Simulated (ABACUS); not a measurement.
# V (Im-3m) in ABACUS: a series of runs

One crystal, V, is run at these levels: rSCAN; tasks: single point, relaxation of cell and atoms.

Everything below comes from runs of ABACUS 3.10.1. Logs are shortened: lines on timing, memory, paths and dates and some standing lists are left out, and cuts for length are marked.

### 1 Starting point

It takes space group Im-3m (No. 229, cubic). Conventional cell: a = 3.029 Å, b = 3.029 Å, c = 3.029 Å, α = 90.00°, β = 90.00°, γ = 90.00°. V (site symmetry m-3m) is surrounded by 8 V at 2.62 Å.

### 2 Single point, rSCAN, collinear spin, ferromagnetic start

The input, INPUT:

```
INPUT_PARAMETERS
suffix              V
calculation         scf
basis_type          pw
pseudo_dir          ./
symmetry            1
dft_functional      MGGA_X_RSCAN+MGGA_C_RSCAN
ecutwfc             97
pseudo_rcut         10
nspin               2
nbands              18
ks_solver           dav
smearing_method     fd
smearing_sigma      0.00367493
scf_thr             1e-08
scf_nmax            100
mixing_type         broyden
mixing_beta         0.4
cal_force           1
cal_stress          1
mixing_tau          1
out_chg             1
out_pot             2
out_elf             1
```

The input, STRU:

```
ATOMIC_SPECIES
V 50.9415 V_ONCV_PBE-1.2.upf

LATTICE_CONSTANT
1.8897261246

LATTICE_VECTORS
-1.5143500000 1.5143500000 1.5143500000
1.5143500000 -1.5143500000 1.5143500000
1.5143500000 1.5143500000 -1.5143500000

ATOMIC_POSITIONS
Direct

V
0.0
1
0.0000000000 0.0000000000 0.0000000000 1 1 1 mag 2
```

The input, KPT:

```
K_POINTS
0
Gamma
8 8 8 0 0 0
```

Potentials or basis: SG15 ONCV 1.2 PBE, plane waves.

Launch:

```console
OMP_NUM_THREADS=1 mpirun -np 4 abacus > log
```

running log:

```text
ABACUS v3.10.1

               Atomic-orbital Based Ab-initio Computation at UStc

 ------------------------------------------------------------------------------------

 READING GENERAL INFORMATION
                           global_out_dir = OUT.V/
                           global_in_card = INPUT
                               pseudo_dir = ./
                              orbital_dir =
                                    DSIZE = 4
                                    GSIZE = 1

 READING UNITCELL INFORMATION
                                    ntype = 1
                  lattice constant (Bohr) = 1.88973
              lattice constant (Angstrom) = 1

 READING ATOM TYPE 1
                               atom label = V
                      L=0, number of zeta = 1
                      L=1, number of zeta = 1
                      L=2, number of zeta = 1
             number of atom for this type = 1
               magnetization of element 1 = 2

                        TOTAL ATOM NUMBER = 1
DIRECT COORDINATES
    atom                   x                   y                   z     mag                  vx                  vy                  vz
taud_V1            0.0000000000        0.0000000000        0.0000000000  2.0000        0.0000000000        0.0000000000        0.0000000000

                          Volume (Bohr^3) = 93.7423
                             Volume (A^3) = 13.8912

 Lattice vectors: (Cartesian coordinate: in unit of a_0)
             -1.51435            +1.51435            +1.51435
             +1.51435            -1.51435            +1.51435
             +1.51435            +1.51435            -1.51435
 Reciprocal vectors: (Cartesian coordinate: in unit of 2 pi/a_0)
                   +0           +0.330175           +0.330175
            +0.330175                  +0           +0.330175
            +0.330175           +0.330175                  +0
 The esolver type has been set to : ksdft_pw

                PAO radial cut off (Bohr) = 10

 Read in pseudopotential file is V_ONCV_PBE-1.2.upf
                     pseudopotential type = NC
          exchange-correlation functional = PBE
                 nonlocal core correction = 0
                        valence electrons = 13
                                     lmax = 2
                           number of zeta = 0
                     number of projectors = 6
                           L of projector = 0
                           L of projector = 0
                           L of projector = 1
                           L of projector = 1
                           L of projector = 2
                           L of projector = 2
 XC functional updated to : MGGA_X_RSCAN+MGGA_C_RSCAN
          exchange-correlation functional = MGGA_X_RSCAN+MGGA_C_RSCAN
     initial pseudo atomic orbital number = 0
 The readin total magnetization is 2

 SETUP THE ELECTRONS NUMBER
             electron number of element V = 13
       total electron number of element V = 13
            AUTOSET number of electrons:  = 13
[... 121 lines left out ...]
                               nkstot now = 29
[... K-POINTS DIRECT COORDINATES: 29 rows ...]

           k-point number in this process = 29
       minimum distributed K point number = 29
[... stars of the k points ...]
                             nks(nspin=2) = 58
                          nkstot(nspin=2) = 58

[... K-POINTS CARTESIAN COORDINATES: 58 rows ...]

[... K-POINTS DIRECT COORDINATES: 58 rows ...]

 SETUP PLANE WAVES FOR WAVE FUNCTIONS
     energy cutoff for wavefunc (unit:Ry) = 97
              fft grid for wave functions = [ 32, 32, 32 ]
                    number of plane waves = 2587
                         number of sticks = 261

 PARALLEL PW FOR WAVE FUNCTIONS
     PROC   COLUMNS(POT)             PW
        1             66            647
        2             65            646
        3             65            647
        4             65            647
 --------------- sum -------------------
        4            261           2587

 SETUP NONLOCAL PSEUDOPOTENTIALS IN PLANE WAVE BASIS
 V non-local projectors:
 projector 1 L=0
 projector 2 L=0
 projector 3 L=1
 projector 4 L=1
 projector 5 L=2
 projector 6 L=2
      TOTAL NUMBER OF NONLOCAL PROJECTORS = 18

 Init Non-Local PseudoPotential table :
 Init Non-Local-Pseudopotential done.

                                     npwx = 380

 -------------------------------------------
 SELF-CONSISTENT
 -------------------------------------------
                                 init_chg = atomic

 PW ALGORITHM --------------- ION=   1  ELEC=   1--------------------------------
          total magnetism (Bohr mag/cell) = 0.959713
       absolute magnetism (Bohr mag/cell) = 0.959713
                        nelec for spin up = 6.97986
                      nelec for spin down = 6.02014
[... 209 lines left out ...]
 Density error is 5.53246285294e-09
                          Error Threshold = 3.51178596265e-10
----------------------------------------------------------
     Energy           Rydberg                 eV
----------------------------------------------------------
 E_KohnSham     -142.2879390453      -1935.9267276928
 E_KS(sigma->0) -142.2874926839      -1935.9206546346
 E_Harris       -142.2878191897      -1935.9250969737
 E_band         -12.3597003438       -168.1623502487
 E_one_elec     -46.5508445283       -633.3567322972
 E_Hartree      28.7019269737        390.5097504223
 E_xc           -16.9794502174       -231.0172718642
 E_Ewald        -107.4586785505      -1462.0503278373
 E_entropy(-TS) -0.0008927228        -0.0121461164
 E_descf        0.0000000000         0.0000000000
 E_exx          0.0000000000         0.0000000000
 E_Fermi        1.1867839865         16.1470245120
----------------------------------------------------------

 charge density convergence is achieved
 final etot is -1935.9267277 eV
 EFERMI = 16.147024512 eV
The vacuum level is 15.253902389 eV

 STATE ENERGY(eV) AND OCCUPATIONS    NSPIN == 2
SPIN UP :
 1/29 kpoint (Cartesian) = 0.0000 0.0000 0.0000 (378 pws)
       1       -50.8593     0.00195312
       2       -23.0325     0.00195312
       3       -23.0325     0.00195312
       4       -23.0325     0.00195312
       5        8.92384     0.00195312
       6        16.3101    7.21648e-05
[... 98 lines left out ...]
       5        10.6792      0.0468750
       6        15.7459      0.0468596
[... 10 lines left out ...]
      17        48.2710        0.00000
      18        48.7223        0.00000

[... levels at 52 further k points ...]

------------------------------------------------------------------------------------------
 TOTAL-FORCE (eV/Angstrom)
------------------------------------------------------------------------------------------
                        V1         0.0000000000         0.0000000000         0.0000000000
------------------------------------------------------------------------------------------

----------------------------------------------------------------
 TOTAL-STRESS (KBAR)
----------------------------------------------------------------
       -96.7892902885        -0.0000000000        -0.0000000000
        -0.0000000000       -96.7892902885         0.0000000000
         0.0000000000         0.0000000000       -96.7892902885
----------------------------------------------------------------
 TOTAL-PRESSURE: -96.789290 KBAR

 --------------------------------------------
 !FINAL_ETOT_IS -1935.9267276928246702 eV
 --------------------------------------------
```

It took 21 s on 4 MPI ranks of Intel Xeon 6975P-C (Granite Rapids), shared host; peak memory 0.24 GiB.

What came out:

```
Free energy            : -1935.9267 eV
Pressure               : -9.7 GPa
Band gap on the k mesh : none (metal or under the smearing width)
Net moment             : 0.36 μB per cell
Absolute moment        : 0.36 μB per cell
```

Caveat: the k mesh is coarse (spacing up to 0.37 Å⁻¹), so the values aren't converged; the potentials were made for another functional, which shifts forces and pressure.

### 3 Relaxation of cell and atoms, rSCAN, collinear spin, ferromagnetic start

The input, run_abacus.py:

```python
"""Relaxation by an ASE optimiser with ABACUS as a small file-based calculator."""
import re
import subprocess
import numpy as np
from ase.calculators.calculator import Calculator, all_changes
from ase.filters import FrechetCellFilter
from ase.io import read
from ase.optimize import BFGS
from ase.stress import full_3x3_to_voigt_6_stress
from ase.units import Bohr, GPa

atoms = read("V.cif")
atoms = atoms[(-atoms.numbers).argsort(kind="stable")]  # ABACUS lists atoms element by element
pseudo = {'V': 'V_ONCV_PBE-1.2.upf'}
orbital = {}
magmoms = [2.0]
kmesh = [8, 8, 8]
params = {
    'suffix': 'V',
    'calculation': 'scf',
    'basis_type': 'pw',
    'pseudo_dir': './',
    'symmetry': 1,
    'dft_functional': 'MGGA_X_RSCAN+MGGA_C_RSCAN',
    'ecutwfc': 97,
    'pseudo_rcut': 10,
    'nspin': 2,
    'nbands': 12,
    'ks_solver': 'dav',
    'smearing_method': 'fd',
    'smearing_sigma': 0.00367493,
    'scf_thr': 1e-08,
    'scf_nmax': 100,
    'mixing_type': 'broyden',
    'mixing_beta': 0.4,
    'cal_force': 1,
    'cal_stress': 1,
    'mixing_tau': 1,
    'kpar': 4,
}

def write_input(atoms):
    symbols = atoms.get_chemical_symbols()
    elements = list(dict.fromkeys(symbols))
    lines = ["ATOMIC_SPECIES"] + [f"{e} {atoms.get_masses()[symbols.index(e)]:.4f} {pseudo[e]}" for e in elements]
    if orbital:
        lines += ["", "NUMERICAL_ORBITAL"] + [orbital[e] for e in elements]
    lines += ["", "LATTICE_CONSTANT", f"{1 / Bohr:.10f}", "", "LATTICE_VECTORS"]
    lines += [" ".join(f"{x:.10f}" for x in v) for v in atoms.cell]
    lines += ["", "ATOMIC_POSITIONS", "Direct"]
    for e in elements:
        lines += ["", e, "0.0", str(symbols.count(e))]
        for i, p in enumerate(atoms.get_scaled_positions(wrap=False)):
            if symbols[i] == e:
                mag = "" if magmoms is None else " mag " + " ".join(str(x) for x in (magmoms[i] if isinstance(magmoms[i], list) else [magmoms[i]]))
                lines.append(" ".join(f"{x:.10f}" for x in p) + " 1 1 1" + mag)
    open("STRU", "w").write("\n".join(lines) + "\n")
    open("KPT", "w").write("K_POINTS\n0\nGamma\n%d %d %d 0 0 0\n" % tuple(kmesh))
    open("INPUT", "w").write("INPUT_PARAMETERS\n" + "".join(f"{k:<20s}{v}\n" for k, v in params.items()))

class Abacus(Calculator):
    implemented_properties = ["energy", "free_energy", "forces", "stress"]

    def calculate(self, atoms=None, properties=("energy",), system_changes=all_changes):
        super().calculate(atoms, properties, system_changes)
        write_input(self.atoms)
        subprocess.run(['mpirun', '-np', '4', 'abacus'], check=True)
        log = open("OUT.V/running_scf.log").read()
        if "charge density convergence is achieved" not in log:
            raise RuntimeError("SCF not converged")
        rows = lambda title, n: np.array([l.split()[-3:] for l in log.split(title)[-1].split("\n")[2:2 + n]], float)
        energy = float(re.findall(r"FINAL_ETOT_IS (\S+)", log)[-1])
        stress = -rows("TOTAL-STRESS", 3) / 10 * GPa  # ABACUS prints kbar, compression positive
        self.results = dict(energy=energy, free_energy=energy, forces=rows("TOTAL-FORCE", len(self.atoms)), stress=full_3x3_to_voigt_6_stress(stress))

atoms.calc = Abacus()
opt = BFGS(FrechetCellFilter(atoms), logfile="opt.log", trajectory="relax.traj")
print("optimiser converged:", opt.run(fmax=0.02, steps=60))
```

The input, V.cif:

```cif
data_V
_cell_length_a 2.62293114
_cell_length_b 2.62293114
_cell_length_c 2.62293114
_cell_angle_alpha 109.47122063
_cell_angle_beta 109.47122063
_cell_angle_gamma 109.47122063
_space_group_name_H-M_alt 'P1'
_space_group_name_Hall 'P 1'
_space_group_IT_number 1
loop_
_space_group_symop_operation_xyz
'x,y,z'
loop_
_atom_site_label
_atom_site_type_symbol
_atom_site_symmetry_multiplicity
_atom_site_Wyckoff_symbol
_atom_site_fract_x
_atom_site_fract_y
_atom_site_fract_z
_atom_site_occupancy
V1 V 1 a 0.0000000000 0.0000000000 0.0000000000 1
```

Potentials or basis: SG15 ONCV 1.2 PBE, plane waves.

Launch:

```console
OMP_NUM_THREADS=1 python run_abacus.py > log
```

It took 33 s on 4 MPI ranks of Intel Xeon 6975P-C (Granite Rapids), shared host; peak memory 0.36 GiB.

The run converged. Its results:

| Property | Result |
| --- | --- |
| Free energy | -1935.9509 eV |
| Relaxed volume | 13.12 Å³/atom |
| Relaxed cell | a = 2.574 Å, b = 2.574 Å, c = 2.574 Å, α = 109.47°, β = 109.47°, γ = 109.47° |
| Space group after relaxing (to 0.05 Å) | Im-3m (No. 229) |
| Energy gained by relaxing | 24.2 meV/atom |
| Ionic steps | 4 |
| Pressure after relaxing | 0.0 GPa |
| Band gap on the k mesh | none (metal or under the smearing width) |
| Net moment | 0.28 μB per cell |
| Absolute moment | 0.28 μB per cell |

The path:
| step | energy change (eV) | largest force (eV/Å) | pressure (GPa) | volume (Å³) |
| --- | --- | --- | --- | --- |
| 1 | 0.0000 | 0.0000 | -9.68 | 13.89 |
| 2 | -0.0209 | 0.0000 | -3.97 | 13.40 |
| 3 | -0.0241 | 0.0000 | 0.48 | 13.09 |
| 4 | -0.0242 | 0.0000 | -0.01 | 13.12 |

Final structure:
```yaml
crystal:
  lattice:
    - [2.57358, 0.00000, 0.00000]
    - [-0.85786, 2.42639, 0.00000]
    - [-0.85786, -1.21320, 2.10132]
  atoms:
    - { symbol: V, position: [0.00000, 0.00000, 0.00000] }
```

Levels at points of the mesh, in eV from the Fermi level:
Spin up:
```csv
k point,band 4,band 5,band 6,band 7,band 8,band 9,band 10,band 11
"(0.00, 0.00, 0.00)",-38.96,-7.32,0.25,0.25,0.25,2.67,2.67,21.56
"(0.50, 0.50, 0.00)",-38.97,-3.63,-1.44,1.40,2.60,3.06,4.28,10.78
"(0.50, 0.50, 0.50)",-39.63,-3.33,-3.33,3.85,3.85,3.85,10.62,10.62
```
Spin down:
| k point | band 4 | band 5 | band 6 | band 7 | band 8 | band 9 |
| --- | --- | --- | --- | --- | --- | --- |
| (0.00, 0.00, 0.00) | -38.64 | -7.21 | 0.73 | 0.73 | 0.73 | 2.83 |
| (0.50, 0.50, 0.00) | -38.65 | -3.38 | -1.00 | 1.51 | 2.88 | 3.25 |
| (0.50, 0.50, 0.50) | -39.31 | -3.24 | -3.24 | 4.33 | 4.33 | 4.33 |

Caveat: the k mesh is coarse (spacing up to 0.37 Å⁻¹), so the values aren't converged; the potentials were made for another functional, which shifts forces and pressure.
